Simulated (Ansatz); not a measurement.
# Ti (P6_3/mmc) in Ansatz: further runs

One crystal, Ti, is run at these levels: PBE; tasks: single point, equation of state.

Everything below comes from runs of Ansatz 0.2.0. Logs are shortened: lines on timing, memory, paths and dates and some standing lists are left out, and cuts for length are marked.

**1. Starting point**

The structure is hexagonal, space group P6_3/mmc (No. 194). The conventional cell has a = 2.950 Å, b = 2.950 Å, c = 4.680 Å, α = 90.00°, β = 90.00°, γ = 120.00°. Ti (site symmetry -6m2) has 12 Ti at 2.89 to 2.95 Å as nearest neighbours.

**2. Single point, PBE, 16.58 Å³/atom (volume scaled by 0.94)**

Input file input.yaml:

```yaml
crystal:
  lattice:
    - [2.8897790207, 0.0, 0.0]
    - [-1.4448895104, 2.5026220433, 0.0]
    - [0.0, 0.0, 4.5844629888]
  atoms:
    - { symbol: Ti, position: [0.6666666667, 0.3333333333, 0.75] }
    - { symbol: Ti, position: [0.3333333333, 0.6666666667, 0.25] }
hamiltonian:
  xc: pbe
  pseudopotentials: { kind: paw }
kpoints:
  mp_grid: { grid: [10, 10, 6] }
scf:
  occupations: { method: fermi_dirac, width: 0.05 }
output:
  forces: true
  stress: true
  eigenvalues: true
```

Potentials or basis: Ansatz PAW.

The run is started by

```sh
$ ansatz run input.yaml --threads 2 --pin off --max-ram 5632MiB --backend cpu --events-out ev --progress --plain --runs-dir out
```

Standard output:

```text
Warning: RAYON_NUM_THREADS=2 ignored (pool sized by the plan → 2); use --threads N
Engine: ansatz 0.2.0, x86_64-unknown-linux-gnu
Pseudopotentials: kind: paw
Pseudopotential: Ti, paw, valence charge 12, recommended cutoff 420 eV (normal), Ti.paw.azcp
Functional definition: PBE
  parameter kappa = 0.804
  parameter beta = 0.06672455060314922
  exchange = pbe_x(kappa = kappa, mu = beta*pi^2/3)
  correlation = pbe_c(beta = beta)
Crystal: 2 atoms, lattice volume = 33.155 Å³
Basis set: ecut = 420 eV, 627 PW (Γ), exchange–correlation on 40×40×64 points (8 copies of the dense FFT grid, shifted against one another)
Bands: 16, of which v1, the nominal top of the filled ones, is band 12 counted from 1 (11 counted from 0)
Symmetry: 24 space group operations
Space group: P63/mmc (ITA 194), of the structure as read, at distance tolerance 3.2e-5 Å
k-points: 56 of 600
Non-local potential: Ti, projectors of the file, l = 0: 3, l = 1: 2, l = 2: 3, l = 3: 1
PAW form: soft (Blöchl's): semilocal exchange-correlation on the pseudo side does not see the compensation charge
PAW one-centre angular grid: Ti, 590 points (default); XC on 64 Gauss nodes
Initial density: superposition of atomic densities (neutral atoms: chi_scale 0, normalization atom), corrected by the library's trained network
Initial wavefunctions: pseudopotential atomic-orbital guess
Functional: x = pbe(κ = 0.804, μ = 0.2195149727645171), c = pbe(β = 0.06672455060314922)
SCF iter   1: F=—  HF=-4999.312185 eV  |F-HF|=—  |Δ(HF+E_count)|=         —  Δρ=5.27e-3  dr2=4.21e-3  ethr=1.77e-3  ⟨swp⟩=4.1  Hψ=3624  notcnv=0
preconditioner: auto → none  [metal: Δε(μ)=0.025 eV  Ē_g=2.946 eV  σ=0.050 eV  W_gap=0.12  n_scr=8 (ndim 8)  ℏωp=18.2 eV  f_vac=0.000  D(μ)=2.35/eV (n_scr^D=22)  sad-step TF]
SCF iter   2: F=—  HF=-4999.311220 eV  |F-HF|=—  |Δ(HF+E_count)|=   9.65e-4  Δρ=2.72e-3  dr2=1.23e-3  ethr=1.75e-5  ⟨swp⟩=1.0  Hψ=1344  notcnv=0
SCF iter   3: F=—  HF=-4999.311310 eV  |F-HF|=—  |Δ(HF+E_count)|=   9.06e-5  Δρ=3.12e-4  dr2=1.26e-5  ethr=5.11e-6  ⟨swp⟩=2.5  Hψ=1342  notcnv=0
SCF iter   4: F=—  HF=-4999.311296 eV  |F-HF|=—  |Δ(HF+E_count)|=   1.43e-5  Δρ=9.04e-5  dr2=2.26e-6  ethr=5.26e-8  ⟨swp⟩=2.0  Hψ=1446  notcnv=0
iter 5 did not close the SCF: its close was put off for the readings that it lacked (scf_convergence_deferred on its scf_iter line)
SCF iter   5: F=-4999.311295 eV  HF=-4999.311295 eV  |F-HF|=7.31e-9  |Δ(HF+E_count)|=   6.58e-7  Δρ=1.13e-5  dr2=2.02e-8  ethr=9.42e-9  ⟨swp⟩=2.2  Hψ=1397  notcnv=0
SCF iter   6: F=-4999.311295 eV  HF=-4999.311295 eV  |F-HF|=4.55e-12  |Δ(HF+E_count)|=   1.11e-8  Δρ=6.02e-7  dr2=6.13e-11  ethr=8.40e-11  ⟨swp⟩=1.9  Hψ=2720  notcnv=0
SCF 1 converged in 6 iterations: F = -4999.311295 eV  dr2 = 6.13e-11
SCF converged after 6 iterations
Free energy (F): -4999.311295 eV
Harris-Foulkes:  -4999.311295 eV  (|F-HF|=4.55e-12)
Internal energy: -4999.292226 eV  (E = F + TS)
E sigma→0 (E₀):  -4999.301761 eV
Entropy (-TS):   -0.019069 eV (-9.535 meV/atom)
Fermi energy:    14.123839 eV
--- Per-component energies (eV) ---
  E_band       = -295.800227
  E_kinetic    = 547.301866
  E_local      = -1574.300343  (includes V_loc(G=0)·N_el)
  E_nonlocal   = 16.276604
  E_hartree    = 651.131023
  E_xc         = -195.766069
  E_vxc        = -245.002917  (∫ρ·V_xc dr)
  E_paw        = -2095.516287  (= ΣΔE_a)
  E_vpaw       = -342.337695  (= ΣTr[D̂ρ^β])
  E_aug_tail   = 0.000220  (compensation charges beyond the density's cutoff)
  E_ewald      = -2348.419241
  E_smearing   = -0.019069  (= −TS)
  E_closure    = -0.000000  (closes the sum)
  Σ components = -4999.311295   (vs F -4999.311295, Δ=0.00e0)
--- Forces (eV/Å), atoms counted from 1 ---
  atom   1  Ti    -0.00000000    -0.00000000     0.00000000
  atom   2  Ti     0.00000000     0.00000000     0.00000000
  max |Σ_I F_I| component: 5.55e-17 eV/Å
--- Stress (GPa, compression-positive) ---
        6.021549      -0.000000       0.000000
       -0.000000       6.021549       0.000000
        0.000000       0.000000       5.534556
  P = ⅓ Tr σ = 5.8592 GPa (58.592 kbar)
--- Band table (eV; the first three rows and the last of 56) ---
  k-point 0: bands = ["-42.6014", "-42.4354", "-19.2650", "-18.5206", "-18.5206", "-18.4406", "-18.4052", "-18.4052", "7.8477", "11.3324", "14.9373", "14.9373", "15.0089", "15.0489", "15.4704", "15.4704"]
  k-point 1: bands = ["-42.5904", "-42.4466", "-19.2120", "-18.5129", "-18.5129", "-18.4983", "-18.4130", "-18.4130", "8.0905", "11.2230", "14.6257", "14.8385", "14.8385", "14.9132", "15.3407", "15.3407"]
  k-point 2: bands = ["-42.5603", "-42.4773", "-19.0658", "-18.6539", "-18.4919", "-18.4919", "-18.4342", "-18.4342", "8.7762", "10.7128", "14.1527", "14.5696", "14.7585", "14.7585", "15.0698", "15.0698"]
  k-point 55: bands = ["-42.4210", "-42.4210", "-19.0593", "-19.0593", "-18.8196", "-18.8196", "-18.5536", "-18.5536", "12.5284", "12.5284", "13.2845", "13.2845", "13.9210", "13.9210", "15.8746", "15.8746"]
```

Run time: 0.49 s. Hardware: 2 threads of Intel Xeon 6975P-C (Granite Rapids), shared host; peak memory 0.34 GiB.

Results:

```
Free energy            : -4999.3113 eV
Pressure               : 5.9 GPa
Band gap on the k mesh : none (metal or under the smearing width)
```

**3. Single point, PBE, 16.93 Å³/atom (volume scaled by 0.96)**

Edit input.yaml of step 2 so:

```diff
@@ -2,5 +2,5 @@
   lattice:
-    - [2.8897790207, 0.0, 0.0]
-    - [-1.4448895104, 2.5026220433, 0.0]
-    - [0.0, 0.0, 4.5844629888]
+    - [2.9101302477, 0.0, 0.0]
+    - [-1.4550651239, 2.5202467229, 0.0]
+    - [0.0, 0.0, 4.6167490031]
   atoms:
```

Potentials or basis: Ansatz PAW.

The run is started by

```sh
$ ansatz run input.yaml --threads 2 --pin off --max-ram 5632MiB --backend cpu --events-out ev --progress --plain --runs-dir out
```

Wall time 0.56 s (2 threads of Intel Xeon 6975P-C (Granite Rapids), shared host); peak memory 0.36 GiB.

Results (log left out):

- Free energy: -4999.3311 eV
- Pressure: 3.2 GPa
- Band gap on the k mesh: none (metal or under the smearing width)

**4. Single point, PBE, 17.28 Å³/atom (volume scaled by 0.98)**

Edit input.yaml of step 3 so:

```diff
@@ -2,5 +2,5 @@
   lattice:
-    - [2.9101302477, 0.0, 0.0]
-    - [-1.4550651239, 2.5202467229, 0.0]
-    - [0.0, 0.0, 4.6167490031]
+    - [2.9302007457, 0.0, 0.0]
+    - [-1.4651003729, 2.537628284, 0.0]
+    - [0.0, 0.0, 4.6485896576]
   atoms:
```

The run is started by

```sh
$ ansatz run input.yaml --threads 2 --pin off --max-ram 5632MiB --backend cpu --events-out ev --progress --plain --runs-dir out
```

Wall time 0.51 s (2 threads of Intel Xeon 6975P-C (Granite Rapids), shared host); peak memory 0.36 GiB.

It converged, with:

| Quantity | Value |
| --- | --- |
| Free energy | -4999.3398 eV |
| Pressure | 0.8 GPa |
| Band gap on the k mesh | none (metal or under the smearing width) |

**5. Single point, PBE, 17.64 Å³/atom**

Edit input.yaml of step 4 so:

```diff
@@ -2,5 +2,5 @@
   lattice:
-    - [2.9302007457, 0.0, 0.0]
-    - [-1.4651003729, 2.537628284, 0.0]
-    - [0.0, 0.0, 4.6485896576]
+    - [2.95, 0.0, 0.0]
+    - [-1.475, 2.5547749412, 0.0]
+    - [0.0, 0.0, 4.68]
   atoms:
@@ -19 +19,5 @@
   eigenvalues: true
+  write_density: true
+  write_potential: true
+  elf: true
+  volumetric_format: npy
```

The run is started by

```sh
$ ansatz run input.yaml --threads 2 --pin off --max-ram 5632MiB --backend cpu --events-out ev --progress --plain --runs-dir out
```

Run time: 0.63 s. Hardware: 2 threads of Intel Xeon 6975P-C (Granite Rapids), shared host; peak memory 0.37 GiB.

It converged, with:

```
Free energy            : -4999.3382 eV
Pressure               : -1.5 GPa
Band gap on the k mesh : none (metal or under the smearing width)
```

**6. Single point, PBE, 17.99 Å³/atom (volume scaled by 1.02)**

Edit input.yaml of step 5 so:

```diff
@@ -2,5 +2,5 @@
   lattice:
-    - [2.95, 0.0, 0.0]
-    - [-1.475, 2.5547749412, 0.0]
-    - [0.0, 0.0, 4.68]
+    - [2.9695369932, 0.0, 0.0]
+    - [-1.4847684966, 2.5716944736, 0.0]
+    - [0.0, 0.0, 4.7109942807]
   atoms:
@@ -19,5 +19 @@
   eigenvalues: true
-  write_density: true
-  write_potential: true
-  elf: true
-  volumetric_format: npy
```

Potentials or basis: Ansatz PAW.

The run is started by

```sh
$ ansatz run input.yaml --threads 2 --pin off --max-ram 5632MiB --backend cpu --events-out ev --progress --plain --runs-dir out
```

It took 0.52 s on 2 threads of Intel Xeon 6975P-C (Granite Rapids), shared host; peak memory 0.37 GiB.

Results (log left out):

| Property | Result |
| --- | --- |
| Free energy | -4999.3272 eV |
| Pressure | -3.5 GPa |
| Band gap on the k mesh | none (metal or under the smearing width) |

**7. Single point, PBE, 18.34 Å³/atom (volume scaled by 1.04)**

Edit input.yaml of step 6 so:

```diff
@@ -2,5 +2,5 @@
   lattice:
-    - [2.9695369932, 0.0, 0.0]
-    - [-1.4847684966, 2.5716944736, 0.0]
-    - [0.0, 0.0, 4.7109942807]
+    - [2.9888202413, 0.0, 0.0]
+    - [-1.4944101206, 2.5883942563, 0.0]
+    - [0.0, 0.0, 4.7415860099]
   atoms:
```

The run is started by

```sh
$ ansatz run input.yaml --threads 2 --pin off --max-ram 5632MiB --backend cpu --events-out ev --progress --plain --runs-dir out
```

Wall time 0.56 s (2 threads of Intel Xeon 6975P-C (Granite Rapids), shared host); peak memory 0.36 GiB.

It converged, with:

```
Free energy            : -4999.3077 eV
Pressure               : -5.3 GPa
Band gap on the k mesh : none (metal or under the smearing width)
```

**8. Single point, PBE, 18.69 Å³/atom (volume scaled by 1.06)**

Edit input.yaml of step 7 so:

```diff
@@ -2,5 +2,5 @@
   lattice:
-    - [2.9888202413, 0.0, 0.0]
-    - [-1.4944101206, 2.5883942563, 0.0]
-    - [0.0, 0.0, 4.7415860099]
+    - [3.0078578261, 0.0, 0.0]
+    - [-1.5039289131, 2.6048812885, 0.0]
+    - [0.0, 0.0, 4.7717880089]
   atoms:
@@ -19 +19,5 @@
   eigenvalues: true
+  write_density: true
+  write_potential: true
+  elf: true
+  volumetric_format: npy
```

The run is started by

```sh
$ ansatz run input.yaml --threads 2 --pin off --max-ram 5632MiB --backend cpu --events-out ev --progress --plain --runs-dir out
```

Run time: 0.71 s. Hardware: 2 threads of Intel Xeon 6975P-C (Granite Rapids), shared host; peak memory 0.38 GiB.

It converged, with:

```
Free energy            : -4999.2804 eV
Pressure               : -7.0 GPa
Band gap on the k mesh : none (metal or under the smearing width)
```

**9. Equation of state, PBE**

Potentials or basis: Ansatz PAW.

This step only gathers the single runs of the series.

What came out:

* Equilibrium volume: 17.40 Å³/atom
* Bulk modulus at fixed shape and positions: 111 GPa
* Pressure derivative of the bulk modulus: 3.5

Energy against volume, from the lowest point:
| volume (Å³/atom) | energy (meV/atom) |
| --- | --- |
| 16.577 | 14.24 |
| 16.930 | 4.32 |
| 17.283 | 0.00 |
| 17.636 | 0.80 |
| 17.988 | 6.29 |
| 18.341 | 16.04 |
| 18.694 | 29.68 |

Caveat: the cell was scaled at fixed shape and fractional positions, which overstates the stiffness of a crystal with free parameters, most of all of layers and chains.
